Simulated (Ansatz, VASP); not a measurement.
# MgTe: VASP beside Ansatz

```
Mg Te
1.0
     4.58363    0.00000    0.00000
    -2.29182    3.96954    0.00000
     0.00000    0.00000    7.64618
Mg Te
2 2
Direct
  0.33333 0.66667 0.99898
  0.66667 0.33333 0.49898
  0.33333 0.66667 0.37102
  0.66667 0.33333 0.87102
```

Alike in both runs: task single point; functional PBE; k mesh 6 × 6 × 4; occupations gaussian, width 0.02 eV; no spin polarisation.

|  | VASP | Ansatz |
| --- | --- | --- |
| version | VASP 6.6.1 | Ansatz 0.2.0 |
| potentials or method | VASP PAW PBE potentials, release 64 (Mg, Te) | scalar-relativistic, plane waves, PAW |
| plane-wave cutoff (eV) | 520 | 420 |
| valence electrons in the cell | 16 | 52 |

VASP gave:

| Item | Value |
| --- | --- |
| gap on the k mesh at the Fermi level (eV) | 2.26 |
| least direct gap on the mesh (eV) | 2.26 |
| pressure (GPa) | -0.3 |
| largest component of the traceless stress (GPa) | 0.58 |

Task: Estimate Ansatz's values.

Result: gap on the k mesh at the Fermi level (eV): 2.27; least direct gap on the mesh (eV): 2.27; pressure (GPa): -0.3; largest component of the traceless stress (GPa): 0.57.

The functional is the same, so the differences come from potentials, cutoffs and numerics. The two sets of potentials don't hold the same shells in valence.

Caveats: spin-orbit coupling is left out, which moves the levels of the heavy elements. Expect the measured gap to be larger: semilocal functionals such as PBE lack the derivative discontinuity.
